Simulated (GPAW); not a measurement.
Runs of GPAW 26.7.0 on SiMo3. The structure is cubic, space group Pm-3n (No. 223). Conventional cell: a = 4.889 Å, b = 4.889 Å, c = 4.889 Å, α = 90.00°, β = 90.00°, γ = 90.00°. Around Mo (site symmetry -4m2) lie 2 Mo at 2.44 Å and 4 Si at 2.73 Å. Si (site symmetry m-3) has 12 Mo at 2.73 Å as nearest neighbours. 

```tsv
level	gap on the mesh (eV)	pressure (GPa)	relaxed volume (Å³/atom)
PBEsol+D3(BJ)+ATM	none	0.0	14.09
PBEsol+D4	none	0.2	14.20
PBEsol+D3(BJ)	none	0.0	(a)
PBEsol+D3	none	0.0	14.07
PBEsol	none	0.0	(b)
```

Alike in all rows: task relaxation of cell and atoms; potentials or basis PAW data sets generated in the run's folder for this functional, pw; no spin polarisation; cell relaxed; k mesh 4 × 4 × 4; cutoff (eV) 600; smearing fermi-dirac 0.05 eV.

**Question.** Estimate the missing entries.

**Answer.** (a) 14.01; (b) 14.40.

Caveats: later steps reuse the first step's grids; pairwise dispersion overbinds metals, which lowers pressure and volume (some runs).

A k mesh can miss the band edges, and the runs leave out spin-orbit coupling on Mo.

A gap of «none» marks a metal or a gap under the smearing width.
